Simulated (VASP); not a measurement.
Runs of VASP 6.6.1 on AlN. Symmetry: F-43m, No. 216, cubic system. The conventional cell has a = 4.368 Å, b = 4.368 Å, c = 4.368 Å, α = 90.00°, β = 90.00°, γ = 90.00°. Al (site symmetry -43m) is surrounded by 4 N at 1.89 Å. N (site symmetry -43m) has 4 Al at 1.89 Å as nearest neighbours. Measurements of this composition are mostly on another form, of space group No. 186.

```csv
level,exchange at q = 0,share of exact exchange,screening parameter,gap on the mesh (eV),pressure (GPa)
r2SCAN-EpsX,truncated,0.2185,-,(a),-2.7
PBE0,truncated,-,-,5.29,-0.5
HSE03,-,-,-,(b),-0.3
HSE06,-,-,0.2 1/A,4.58,(c)
```

Alike in all rows: task band structure; potentials or basis VASP PAW PBE potentials, release 64 (Al, N); no spin polarisation; cell as given; k mesh 8 × 8 × 8; cutoff (eV) 520; smearing gaussian 0.02 eV.

**Question.** Fill in the values left out.

**Answer.** (a) 5.47; (b) 4.33; (c) -0.6.

Caveats: the PAW data sets were made with another functional, which shifts forces and pressure a little.

